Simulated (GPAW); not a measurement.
# AlN (P6_3mc) in GPAW: a series of runs, part 2 of 2

GPAW 26.7.0. Earlier steps stand in the parts before.

### Step 4. Relaxation of cell and atoms, MS2

The input, run.py:

```python
from ase.filters import FrechetCellFilter
from ase.io import read, write
from ase.optimize import FIRE
from gpaw import GPAW, PW

atoms = read('POSCAR')

calc = GPAW(mode=PW(800),
            xc='MGGA_X_MS2+GGA_C_REGTPSS',
            kpts={'size': (7, 7, 4), 'gamma': True},
            occupations={'name': 'fermi-dirac', 'width': 0.05},
            nbands=18,
            convergence={'density': 1e-06, 'energy': 1e-06, 'eigenstates': 1e-10},
            maxiter=150,
            txt='gpaw.txt')
atoms.calc = calc
opt = FIRE(FrechetCellFilter(atoms), trajectory='relax.traj', logfile='-')
done = opt.run(fmax=0.02, steps=60)
calc.write('gs.gpw')
write('result.traj', atoms)
print('Converged:', done)
print('Cell:', atoms.cell.cellpar().round(4))
print('Volume:', round(atoms.get_volume(), 4))
print(atoms.get_scaled_positions().round(5))
```

The input, POSCAR:

```
AlN
1.0
    3.1130000000      0.0000000000      0.0000000000
   -1.5565000000      2.6959370820      0.0000000000
    0.0000000000      0.0000000000      4.9810000000
Al N
2 2
Direct
    0.6666666667      0.3333333333      0.5000000000
    0.3333333333      0.6666666667      0.0000000000
    0.6666666667      0.3333333333      0.8800000000
    0.3333333333      0.6666666667      0.3800000000
```

Potentials or basis: GPAW PAW data sets (gpaw-data 1.2.1), pw.

On the command line:

```console
> OMP_NUM_THREADS=1 python run.py
```

gpaw.txt:

```text
__  _  _
 | _ |_)|_||  |
 |__||  | ||/\| - 26.7.0

Input parameters:
  mode=PW(ecut=800.0),
  convergence={'density': 1e-06, 'energy': 1e-06, 'eigenstates': 1e-10},
  kpts=MonkhorstPack(size=(7, 7, 4), gamma=True),
  maxiter=150,
  nbands=18,
  occupations=Occupations(name='fermi-dirac', width=0.05),
  xc=XC(name='MGGA_X_MS2+GGA_C_REGTPSS')

Diagonalizing LCAO Hamiltonian
Converting LCAO to pw mode

           N

           Al
        N

        Al

Atoms  # Å, Bohr magnetons
|   | symbol |         x |        y |        z |    initial magnetic moments |
|---|--------|-----------|----------|----------|-----------------------------|
| 0 |     Al |  1.556500 | 0.898646 | 2.490500 | ( 0.0000,  0.0000,  0.0000) |
| 1 |     Al | -0.000000 | 1.797291 | 0.000000 | ( 0.0000,  0.0000,  0.0000) |
| 2 |      N |  1.556500 | 0.898646 | 4.383280 | ( 0.0000,  0.0000,  0.0000) |
| 3 |      N | -0.000000 | 1.797291 | 1.892780 | ( 0.0000,  0.0000,  0.0000) |

Unit cell  # Å
| periodic |         x |        y |        z |  lengths |     angles |
|----------|-----------|----------|----------|----------|------------|
|      yes |  3.113000 | 0.000000 | 0.000000 | 3.113000 |  90.000000 |
|      yes | -1.556500 | 2.695937 | 0.000000 | 3.113000 |  90.000000 |
|      yes |  0.000000 | 0.000000 | 4.981000 | 4.981000 | 120.000000 |

Number of symmetries: 6
Symmetry operations  # r_c * U_cc + t_c -> r_c
|   | kind |            matrix            |
|---|------|------------------------------|
| 0 |  σ   |  1, 1, 0,  0,-1, 0,  0, 0, 1 |
| 1 |  E   |  1, 0, 0,  0, 1, 0,  0, 0, 1 |
| 2 |  C3  |  0, 1, 0, -1,-1, 0,  0, 0, 1 |
| 3 |  σ   |  0,-1, 0, -1, 0, 0,  0, 0, 1 |
| 4 |  σ   | -1, 0, 0,  1, 1, 0,  0, 0, 1 |
| 5 |  C3  | -1,-1, 0,  1, 0, 0,  0, 0, 1 |
[... 188 lines left out ...]
Gap: 4.586 eV
Transition (v -> c):
  (s=0, k=0, n=7, [0.00, 0.00, 0.00]) -> (s=0, k=0, n=8, [0.00, 0.00, 0.00])
No difference between direct/indirect transitions

Stress tensor  # eV/Ang^3
[... 1238 lines left out ...]
|  0.00000 |  0.00000 |  0.03573 |  # Al   1
|  0.00000 |  0.00000 | -0.03639 |  # N    2
| -0.00000 |  0.00000 | -0.03598 |  # N    3

Interpolating wave functions to new cell
[... 8 lines left out ...]
Atoms  # Å, Bohr magnetons
|   | symbol |         x |        y |         z |    initial magnetic moments |
|---|--------|-----------|----------|-----------|-----------------------------|
| 0 |     Al |  1.555485 | 0.898060 |  2.487810 | ( 0.0000,  0.0000,  0.0000) |
| 1 |     Al | -0.000000 | 1.796119 | -0.004708 | ( 0.0000,  0.0000,  0.0000) |
| 2 |      N |  1.555485 | 0.898060 |  4.391713 | ( 0.0000,  0.0000,  0.0000) |
| 3 |      N | -0.000000 | 1.796119 |  1.899147 | ( 0.0000,  0.0000,  0.0000) |

Unit cell  # Å
| periodic |         x |        y |         z |  lengths |     angles |
|----------|-----------|----------|-----------|----------|------------|
|      yes |  3.110970 | 0.000000 |  0.000000 | 3.110970 |  90.000000 |
|      yes | -1.555485 | 2.694179 | -0.000000 | 3.110970 |  90.000000 |
|      yes |  0.000000 | 0.000000 |  4.985221 | 4.985221 | 120.000000 |

Number of symmetries: 6
Symmetry operations  # r_c * U_cc + t_c -> r_c
|   | kind |            matrix            |
|---|------|------------------------------|
| 0 |  σ   |  1, 1, 0,  0,-1, 0,  0, 0, 1 |
| 1 |  E   |  1, 0, 0,  0, 1, 0,  0, 0, 1 |
| 2 |  C3  |  0, 1, 0, -1,-1, 0,  0, 0, 1 |
| 3 |  σ   |  0,-1, 0, -1, 0, 0,  0, 0, 1 |
| 4 |  σ   | -1, 0, 0,  1, 1, 0,  0, 0, 1 |
| 5 |  C3  | -1,-1, 0,  1, 0, 0,  0, 0, 1 |
[... 191 lines left out ...]
Gap: 4.562 eV
Transition (v -> c):
  (s=0, k=0, n=7, [0.00, 0.00, 0.00]) -> (s=0, k=0, n=8, [0.00, 0.00, 0.00])
No difference between direct/indirect transitions

Stress tensor  # eV/Ang^3
|         x |        y |         z |
|-----------|----------|-----------|
|  0.000268 | 0.000000 | -0.000000 |
|  0.000000 | 0.000268 |  0.000000 |
| -0.000000 | 0.000000 |  0.000624 |

Forces  # eV/Ang
|       x |        y |        z |
|---------|----------|----------|
| 0.00000 | -0.00000 |  0.02807 |  # Al   0
| 0.00000 |  0.00000 |  0.02743 |  # Al   1
| 0.00000 |  0.00000 | -0.02788 |  # N    2
| 0.00000 |  0.00000 | -0.02766 |  # N    3

Interpolating wave functions to new cell
[... 8 lines left out ...]
Atoms  # Å, Bohr magnetons
|   | symbol |         x |        y |         z |    initial magnetic moments |
|---|--------|-----------|----------|-----------|-----------------------------|
| 0 |     Al |  1.555480 | 0.898057 |  2.488121 | ( 0.0000,  0.0000,  0.0000) |
| 1 |     Al | -0.000000 | 1.796114 | -0.004334 | ( 0.0000,  0.0000,  0.0000) |
| 2 |      N |  1.555480 | 0.898057 |  4.391203 | ( 0.0000,  0.0000,  0.0000) |
| 3 |      N | -0.000000 | 1.796114 |  1.898714 | ( 0.0000,  0.0000,  0.0000) |

Unit cell  # Å
| periodic |         x |         y |        z |  lengths |     angles |
|----------|-----------|-----------|----------|----------|------------|
|      yes |  3.110960 |  0.000000 | 0.000000 | 3.110960 |  90.000000 |
|      yes | -1.555480 |  2.694171 | 0.000000 | 3.110960 |  90.000000 |
|      yes |  0.000000 | -0.000000 | 4.985075 | 4.985075 | 120.000000 |

Number of symmetries: 6
Symmetry operations  # r_c * U_cc + t_c -> r_c
|   | kind |            matrix            |
|---|------|------------------------------|
| 0 |  σ   |  1, 1, 0,  0,-1, 0,  0, 0, 1 |
| 1 |  E   |  1, 0, 0,  0, 1, 0,  0, 0, 1 |
| 2 |  C3  |  0, 1, 0, -1,-1, 0,  0, 0, 1 |
| 3 |  σ   |  0,-1, 0, -1, 0, 0,  0, 0, 1 |
| 4 |  σ   | -1, 0, 0,  1, 1, 0,  0, 0, 1 |
| 5 |  C3  | -1,-1, 0,  1, 0, 0,  0, 0, 1 |
[... 203 lines left out ...]
Forces  # eV/Ang
|        x |       y |        z |
|----------|---------|----------|
|  0.00000 | 0.00000 |  0.01759 |  # Al   0
| -0.00000 | 0.00000 |  0.01727 |  # Al   1
| -0.00000 | 0.00000 | -0.01747 |  # N    2
|  0.00000 | 0.00000 | -0.01745 |  # N    3

# Writing to gs.gpw (mode='')
```

stdout:

```text
Step          Energy          fmax
FIRE:    0      -41.837783        0.120449
FIRE:    1      -41.838347        0.083114
FIRE:    2      -41.838811        0.021360
FIRE:    3      -41.838645        0.045859
FIRE:    4      -41.838665        0.042727
FIRE:    5      -41.838701        0.036665
FIRE:    6      -41.838741        0.028094
FIRE:    7      -41.838764        0.017608
Converged: True
Cell: [  3.111    3.111    4.9851  90.      90.     120.    ]
Volume: 41.7822
[[0.66667 0.33333 0.49911]
 [0.33333 0.66667 0.99913]
 [0.66667 0.33333 0.88087]
 [0.33333 0.66667 0.38088]]
```

Wall time 10 min (1 thread of Intel Xeon Platinum 8488C (Sapphire Rapids), shared host); peak memory 0.48 GiB.

Results:

```yaml
Free_energy: -41.8388 eV
Relaxed_volume: 10.45 Å³/atom
Relaxed_cell: a = 3.111 Å, b = 3.111 Å, c = 4.985 Å, α = 90.00°, β = 90.00°, γ = 120.00°
Space_group_after_relaxing_to_0.05_Å: P6_3mc (No. 186)
Energy_gained_by_relaxing: 0.2 meV/atom
Ionic_steps: 8
Pressure_after_relaxing: -0.1 GPa
Largest_force_after_relaxing: 0.018 eV/Å
Band_gap_on_the_k_mesh: 4.56 eV, direct
```

Forces in eV/Å, atoms in the order of the input:
```
Al   0.000  0.000  0.018
Al   0.000  0.000  0.017
N    0.000  0.000 -0.017
N    0.000  0.000 -0.017
```

Step by step:
```tsv
step	energy change (eV)	largest force (eV/Å)	pressure (GPa)	volume (Å³)
1	0.0000	0.1204	-0.13	41.80
2	-0.0006	0.0831	-0.13	41.80
3	-0.0010	0.0211	-0.11	41.79
4	-0.0009	0.0458	-0.08	41.79
5	-0.0009	0.0427	-0.07	41.79
6	-0.0009	0.0366	-0.07	41.78
7	-0.0010	0.0281	-0.06	41.78
8	-0.0010	0.0176	-0.05	41.78
```

Final structure:
```
Al N
1.0
     3.11096    0.00000    0.00000
    -1.55548    2.69417    0.00000
     0.00000    0.00000    4.98508
Al N
2 2
Direct
  0.66667 0.33333 0.49911
  0.33333 0.66667 0.99913
  0.66667 0.33333 0.88087
  0.33333 0.66667 0.38088
```

Levels at points of the mesh, in eV from the valence-band top:
```tsv
k point	band 4	band 5	band 6	band 7	band 8	band 9	band 10	band 11	band 12	band 13
(0.00, 0.00, 0.00)	-0.89	-0.89	-0.22	-0.22	0.00	4.56	7.22	11.20	11.80	11.81
(0.00, 0.00, 0.50)	-3.40	-0.57	-0.57	-0.57	-0.57	6.95	6.95	10.93	10.93	12.15
```

Caveat: later steps reuse the first step's grids; the PAW data sets were made with another functional, which shifts forces and pressure a little.

### Step 5. Summary

| task | level | potentials or basis | cell | k mesh | cutoff (eV) | maxiter | optimizer | fmax | max steps | eigensolver | gap on the mesh (eV) | pressure (GPa) | relaxed volume (Å³/atom) | largest force (eV/Å) |
| --- | --- | --- | --- | --- | --- | --- | --- | --- | --- | --- | --- | --- | --- | --- |
| relaxation of cell and atoms | RPBE | the program's PAW data sets (release 1.2.1) made for this functional, pw | relaxed | 7 × 7 × 4 | 800 | 150 | BFGS | 0.01 eV/Å | 40 | - | 3.88 | 0.1 | 10.88 | - |
| single point | BLYP | PAW data sets generated in the run's folder for this functional, pw | as given | 8 × 8 × 5 | 600 | 80 | - | - | - | davidson niter=2 | 4.53 | 0.4 | - | 0.12 |
| relaxation of cell and atoms | MS2 | GPAW PAW data sets (gpaw-data 1.2.1), pw | relaxed | 7 × 7 × 4 | 800 | 150 | FIRE | 0.02 eV/Å | 60 | - | 4.56 | -0.1 | 10.45 | 0.02 |

Alike in all rows: no spin polarisation; smearing fermi-dirac 0.05 eV.

Caveats: later steps reuse the first step's grids (some runs); the cutoff is short for stress and forces, so pressures can be off by a GPa or more (some runs); the PAW data sets were made with another functional, which shifts forces and pressure a little (some runs).

Absolute energies hang on the potentials; compare differences alone.

### Step 6. Comparison with measurements

Step 3. Measured gap of AlN: 6.0343 eV (an exciton energy, a little under the gap; 0 K; quoted in “Structural and optical properties of self-assembled AlN nanowires grown on SiO2/Si substrates by molecular beam epitaxy”, 2024, arxiv:2402.00216). This calculation gives 4.53 eV (-1.50 eV). 2 values of this kind are on record (6.034 to 6.0343 eV); this one was drawn at random. The value is that of BLYP, without temperature or zero-point motion. Semilocal functionals fall short of measured gaps as a rule.
